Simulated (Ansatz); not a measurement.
## O started on a Si site in diamond Si, 64 atoms, charge −1

All numbers come from Ansatz (PAW, plane waves, no spin–orbit coupling) at the single k point (¼, ¼, ¼) without its symmetry partners. The atoms were relaxed with PBEsol in a fixed cell; other functionals are single points on those atoms unless said otherwise. The valence top and gap of the host come from its small cell on a dense mesh, with the band extrema sought between the mesh points, lined up by the mean potential, PBEsol gap 0.46 eV, r²SCAN gap 0.76 eV. The charge correction uses an assumed dielectric constant of 11.7.

Cell: a = 10.866 Å, b = 10.866 Å, c = 10.866 Å, α = 90.00°, β = 90.00°, γ = 90.00°.

Nearest atoms after relaxation, from the placed atom (for vacancies from the middle of the vacant sites): Si at 1.69 Å, Si at 1.70 Å, Si at 2.94 Å, Si at 2.94 Å, Si at 3.22 Å, Si at 3.22 Å, Si at 3.23 Å, Si at 3.23 Å.

Chemical potentials μ are those of reference phases of the elements at zero temperature by the same functional (the usual solids, diamond for C, grey Sn, and the molecules H2, N2, O2, F2, Cl2, Br2 and S8).

```csv
functional,E(defect) − E(host) − Σ nμ + q·E_VBM (eV),monopole (eV),alignment (eV),formation energy at E_F = VBM (eV),moment (μB),"wall time, shared host"
PBEsol,-0.32,0.16,0.00,-0.16,1.0,25 s on NVIDIA GB300 (relaxation)
r²SCAN,-0.04,0.16,0.01,0.13,1.0,8.1 s on NVIDIA GB300
```

Task: How does the monopole term follow by hand for this cubic cell?

Result: q²·α·e²/(4πε₀)/(2εL) with the Madelung constant α = 2.837 and e²/4πε₀ = 14.40 eV·Å: 1 × 2.837 × 14.40 / (2 × 11.7 × 10.866) = 0.16 eV.

r²SCAN one-electron levels near the gap (the ten most localised at most), from the host's valence top, not corrected for the charge's images:

```
level (eV)  spin  filling  atoms sharing it  element of the atom with most weight
     -0.24  down     1.00              15.1                                    Si
      0.44    up     1.00              10.4                                    Si
      0.96  down     0.00              20.4                                spread
      1.02    up     0.00              60.9                                spread
      1.02  down     0.00              60.9                                spread
```

One k point and a cell of this size can leave errors of several tenths of an eV in such numbers.
